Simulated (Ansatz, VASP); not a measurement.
# One calculation of Co, two programs

The input INCAR:

```
PREC     = Accurate       # precision mode
ENCUT    = 520            # plane-wave cutoff, eV
EDIFF    = 1E-7           # SCF threshold, eV
ISMEAR   = -1             # smearing method
SIGMA    = 0.05           # smearing width, eV
LREAL    = F              # projectors in reciprocal space
LASPH    = T              # aspherical terms in the spheres
NELM     = 120            # most SCF steps
ALGO     = Normal         # electronic algorithm
ISIF     = 2              # what is computed and relaxed
LWAVE    = F              # write WAVECAR
LCHARG   = F              # write CHGCAR
ISPIN    = 2              # spin polarisation
MAGMOM   = 2 2            # initial moments
LORBIT   = 11             # projections on sites
LMAXMIX  = 4              # l up to which the mixer works
GGA      = PE             # functional
NBANDS   = 20             # bands
```

File KPOINTS:

```
Automatic mesh
0
Gamma
  12 12 7
```

The input POSCAR:

```
Co
1.0
    2.4719999032      0.0000000000      0.0000000000
   -1.2359999516      2.1408147143      0.0000000000
    0.0000000000      0.0000000000      4.0211440800
Co
2
Direct
    0.6648460000      0.3127030000      0.7427330000
    0.3433360000      0.6528870000      0.2401120000
```

File input.yaml:

```yaml
crystal:
  lattice:
    - [2.4719999032, 0.0, 0.0]
    - [-1.2359999516, 2.1408147143, 0.0]
    - [0.0, 0.0, 4.02114408]
  atoms:
    - { symbol: Co, position: [0.664846, 0.312703, 0.742733], spin: 2.0 }
    - { symbol: Co, position: [0.343336, 0.652887, 0.240112], spin: 2.0 }
hamiltonian:
  xc: pbe
  pseudopotentials: { kind: paw }
magnetization:
  spin_polarized: true
kpoints:
  mp_grid: { grid: [12, 12, 7] }
scf:
  occupations: { method: fermi_dirac, width: 0.05 }
output:
  forces: true
  stress: true
  eigenvalues: true
  write_density: true
  write_potential: true
  elf: true
  volumetric_format: npy
```

Change from the starting cell: atoms moved at random, drawn with an rms of 0.05 Å.

Alike in both runs: task single point; functional PBE; k mesh 12 × 12 × 7; occupations fermi-dirac, width 0.05 eV; collinear spin, ferromagnetic start.

|  | VASP | Ansatz |
| --- | --- | --- |
| version | VASP 6.6.1 | Ansatz 0.2.0 |
| potentials or method | VASP PAW PBE potentials, release 64 (Co) | Ansatz PAW |
| plane-wave cutoff (eV) | 520 | 420 |
| valence electrons in the cell | 18 | 34 |

```tsv
	VASP	Ansatz	Ansatz less VASP
gap on the k mesh at the Fermi level (eV)	none	none	-
pressure (GPa)	3.9	4.8	+0.90
largest component of the traceless stress (GPa)	1.81	1.80	-0.007
rms of the force components (eV/Å)	0.055	0.055	+0.0003
net moment per atom (μB)	1.60	1.61	+0.007
size of the moment on the site where the two differ most (μB)	1.61	1.68	+0.065
```

Site moments also hang on the region over which each program counts them. Atom by atom the forces differ by 0.000 eV/Å (rms over components). A gap of «none» marks a metal or a gap that the smearing closes. The two sets of potentials don't hold the same shells in valence.
